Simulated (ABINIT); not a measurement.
The system is KI.

```
I K
1.0
     0.00000    3.53277    3.53277
     3.53277    0.00000    3.53277
     3.53277    3.53277    0.00000
I K
1 1
Cartesian
  3.5328 3.5328 3.5328
  0.0000 0.0000 0.0000
```

Base run:

| Item | Value |
| --- | --- |
| Program | ABINIT 10.8.3 (patched build) |
| Functional | PBE |
| Potentials or basis | SPMS NC PBE v1.0 |
| Cutoff | 381 eV |
| k mesh | 4 × 4 × 4 |
| Occupations | fixed |
| Spin | no spin polarisation |

Its results: band gap on the k mesh 3.96 eV, direct; pressure 0.6 GPa.

Q: After a change of settings the same cell gave: band gap on the k mesh 4.84 eV, direct; pressure 0.4 GPa. Which change was it?
A. functional from PBE to PBE0
B. functional from PBE to PBEsol
C. functional from PBE to HSE06

A: C.

HSE06 gives the wider gap, since exact exchange removes part of the self-interaction.

Caveats: spin-orbit coupling is left out, which moves the levels of the heavy elements; Libxc's HSE differs a little from that of other programs (some runs); the potentials were made for another functional, which shifts forces and pressure (some runs).

Not every run made on this cell is shown here.
